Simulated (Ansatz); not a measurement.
Take Sb2Te3 in the Bi2Te3 type structure (space group R-3m, No. 166; a = 4.286 Å, c = 30.930 Å (hexagonal axes)) as the base. Axes: x lies along a and z along c of the hexagonal cell.

The values are results of r2SCAN+rVV10 (Ansatz, a quantum-chemistry and plane-wave program), no SOC, not measurements.

Perturbation: an isotropic linear strain of +1.66 %; the atoms relax in the strained cell.

Task: Predict the stress tensor and what it implies for the stiffness.

Result: Stress of the strained cell less that of the base (GPa, compression positive):
```
  -1.69    0.00    0.00
   0.00   -1.69    0.00
   0.00    0.00   -0.93
```

Then B = −ΔP/(ΔV/V₀) with ΔV/V₀ = 0.0506 gives secant stiffness values (nonlinear terms included at this strain): B (at held cell shape, above the free-shape value) ≈ 28 GPa.

As a check, the harmonic strain energy −½ V₀ Δσ:ε is 7.3 meV/atom; the computed energy rise is 7.9 meV/atom.

Whether these cells are dynamically stable was not tested.
